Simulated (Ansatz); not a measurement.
Theory: DFT PBE, scalar-relativistic, plane waves, PAW (Ansatz). All cells share a 420 eV cutoff and Γ-centred k meshes spaced at most about 0.3 Å⁻¹ (about 0.25 or finer for metals, 2π included). No spin polarisation in the final relaxations.

These are static total energies at zero pressure.

Compare these two cells of Se, each relaxed at this level.

A. Space group P4/nmm (No. 129), tetragonal, a = 3.595 Å, c = 4.764 Å. Around Se lie 4 Se at 2.65 Å.

B. Space group P4/mmm (No. 123), tetragonal, a = 2.635 Å, c = 4.338 Å. Se has 4 Se at 2.63 Å.

Problem. Which form is favoured at zero pressure, and by what margin per atom?

Solution. A is lower, by 32 meV/atom. A has space group P4/nmm (No. 129), 30.8 Å³/atom and no gap on its mesh; B has space group P4/mmm (No. 123), 30.1 Å³/atom and no gap. Both come from invented guesses. The part of the Crystallography Open Database at hand lists Se in space groups No. 14, 148, 152, 154, 166 and others; no cell shown has one of them.

Weakly bound directions are ill-defined at this level, which has no dispersion term (P4/nmm, P4/mmm), and this can change margins and order among such cells. Cells relaxed within their symmetry can be saddle points.
